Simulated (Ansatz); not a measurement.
**SiC (Fm-3m): compression over a wide range**

An exercise on one series of results from a longer session: the logs are not shown, and one member is left open.

Method: DFT PBE, scalar-relativistic, plane waves, PAW, in Ansatz 0.2.0.

## Starting point

It takes space group Fm-3m (No. 225, cubic). The conventional cell has a = 4.057 Å, b = 4.057 Å, c = 4.057 Å, α = 90.00°, β = 90.00°, γ = 90.00°. C (site symmetry m-3m) is surrounded by 6 Si at 2.03 Å. Si (site symmetry m-3m) is surrounded by 6 C at 2.03 Å.

As a file:

```cif
data_structure
_symmetry_space_group_name_H-M 'P 1'
_symmetry_Int_Tables_number 1
_cell_length_a 2.8688
_cell_length_b 2.8688
_cell_length_c 2.8688
_cell_angle_alpha 60.000
_cell_angle_beta 60.000
_cell_angle_gamma 60.000
_cell_volume 16.69
loop_
_atom_site_label
_atom_site_type_symbol
_atom_site_fract_x
_atom_site_fract_y
_atom_site_fract_z
_atom_site_occupancy
C1 C 0.00000 0.00000 0.00000 1
Si1 Si 0.50000 0.50000 0.50000 1
```

An earlier run at PBE left this cell at 8.347 Å³/atom and 0.04 GPa (18×18×18 mesh).

The first run:

Contents of input.yaml:

```yaml
crystal:
  lattice:
    - [0.0, 2.0011189408, 2.0011189408]
    - [2.0011189408, 0.0, 2.0011189408]
    - [2.0011189408, 2.0011189408, 0.0]
  atoms:
    - { symbol: C, position: [0.0, 0.0, 0.0] }
    - { symbol: Si, position: [0.5, 0.5, 0.5] }
basis:
  ecutwfc: 420
  ecutrho_ratio: 4
kpoints:
  mp_grid: { grid: [20, 20, 20] }
hamiltonian:
  xc: pbe
scf:
  occupations: { method: gaussian, width: 0.05 }
output:
  forces: true
  stress: true
  eigenvalues: true
```

Started as:

```
$ ansatz run input.yaml --threads 1 --pin off --max-ram 2560MiB --backend cpu --events-out ev --progress --plain --runs-dir out
```

Steps of the session up to this table: Volume × 0.96; Volume × 1.04; Volume × 0.92; Volume × 0.88; Volume × 0.84; Volume × 0.8; Volume × 0.76; Volume × 0.72.

One table of the session follows, with a row left open; its other results are not shown here.

| volume (Å³/atom) | energy above the lowest (meV/atom) | pressure (GPa) | gap on the mesh (eV) |
| --- | --- | --- | --- |
| 6.010 | 897.5 | 163.9 | 0.84 |
| 6.344 | 600.4 | 122.7 | 1.13 |
| 6.678 | 380.5 | 89.6 | 0.68 |
| 7.012 | ? | ? | ? |
| 7.346 | 114.9 | 41.3 | 0.00 |
| 7.680 | 47.1 | 24.3 | 0.00 |
| 8.013 | 10.9 | 10.9 | 0.00 |
| 8.347 | 0.0 | 0.0 | 0.00 |
| 8.681 | 9.8 | -9.0 | 0.00 |

**Question.** Estimate the row for volume (Å³/atom) = 7.012.

Worked estimate for «energy above the lowest (meV/atom)». A straight line through the neighbours (6.678, 380.5) and (7.346, 114.9) gives 380.5 + (114.9 − 380.5) × (7.012 − 6.678) / (7.346 − 6.678) = 247.7; a parabola fitted to 4 rows on both sides gives 222.3.

As computed: energy above the lowest (meV/atom): 222.6; pressure (GPa): 62.9; gap on the mesh (eV): 0.27. In «energy above the lowest (meV/atom)» the line misses by +25.1 and the parabola by -0.3.

To keep in mind: The k mesh is not the same at all volumes. Other structures may be lower in enthalpy at these pressures.
